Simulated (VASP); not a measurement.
**GaN in VASP: how settings move the PBE single point**

Aim: see what changed inputs do to the PBE single point of GaN (zincblende), under -3.0 % equal strain in all directions.

Code: VASP 6.6.1. PAW datasets, plane waves. The values are computed, spin-unpolarised, and not measurements.

### 1 Starting point

The cell comes from an earlier relaxation with r2SCAN in another program.

Space group F-43m (No. 216), cubic; a = 4.363 Å in the conventional setting, 10.38 Å³ an atom. Around Ga lie 4 N at 1.89 Å; around N lie 4 Ga at 1.89 Å.

Structure file:

```xyz
2
Lattice="0.0000 2.1815 2.1815 2.1815 0.0000 2.1815 2.1815 2.1815 0.0000" Properties=species:S:1:pos:R:3 pbc="T T T"
Ga    0.0000    0.0000    0.0000
N     1.0907    1.0907    1.0907
```

### 2 The reference run

Input file INCAR:

```
ENCUT = 520.000000
SIGMA = 0.020000
EDIFF = 1.00e-07
GGA = PE
PREC = Accurate
IBRION = -1
ISIF = 2
ISMEAR = -1
NBANDS = 16
NELM = 120
NSW = 0
LASPH = .TRUE.
LCHARG = .FALSE.
LWAVE = .FALSE.
LREAL = .FALSE.
```

Input file KPOINTS:

```
KPOINTS created by Atomic Simulation Environment
0
Gamma
10 10 10
0 0 0
```

Input file POSCAR:

```
Ga N
 1.0000000000000000
     0.0000000000000000    2.1814839649000000    2.1814839649000000
     2.1814839649000000    0.0000000000000000    2.1814839649000000
     2.1814839649000000    2.1814839649000000    0.0000000000000000
 Ga  N
   1   1
Cartesian
  0.0000000000000000  0.0000000000000000  0.0000000000000000
  1.0907419824500000  1.0907419824500000  1.0907419824500000
```

A file KPOINTS_OPT adds named points for the levels; it doesn't enter the self-consistent loop.

Potentials: the recommended PBE PAW datasets, 18 valence electrons.

On the command line:

```sh
> mpirun -np 1 vasp_std
```

### 3 Variant 1

Input file INCAR:

```
ENCUT = 520.000000
SIGMA = 0.020000
EDIFF = 1.00e-07
PREC = Accurate
IBRION = -1
ISIF = 2
ISMEAR = -1
NBANDS = 16
NSW = 0
LASPH = .TRUE.
LCHARG = .FALSE.
LWAVE = .FALSE.
GGA = PS
LREAL = .TRUE.
NELM = 75
```

KPOINTS is that of step 2.

POSCAR is that of step 2.

### 4 Variant 2

INCAR: that of step 2 with these lines changed.

```diff
@@ -9,5 +9,3 @@
 NBANDS = 16
-NELM = 120
 NSW = 0
-LASPH = .TRUE.
 LCHARG = .FALSE.
@@ -15 +13,3 @@
 LREAL = .FALSE.
+LASPH = .FALSE.
+NELM = 94
```

KPOINTS is that of step 2.

POSCAR is that of step 2.

Before running it: what results should come out? Wanted: for each run, changed; ending; energy change; pressure; electronic steps; usable.

As calculated:

| run | changed | ending | energy change (meV/atom) | pressure (GPa) | gap on the mesh (eV; negative: overlap) | electronic steps | time | usable |
| --- | --- | --- | --- | --- | --- | --- | --- | --- |
| ref. | – | converged | 0 | 28.1 | 2.35 | 14 | 9.8 s | yes |
| 1 | GGA = PS, LREAL = .TRUE., NELM = 75 | converged | – | 5.5 | 2.30 | 13 | 15 s | no |
| 2 | LASPH = .FALSE., NELM = 94 | converged | 1.4 | 28.0 | 2.35 | 14 | 8.8 s | yes |

**Reading.** Of 2 altered inputs, 1 ended normally on a faulty or unsound input, 1 gave usable results. «LASPH = .FALSE., NELM = 94» moves the energy by 1.4 meV/atom.
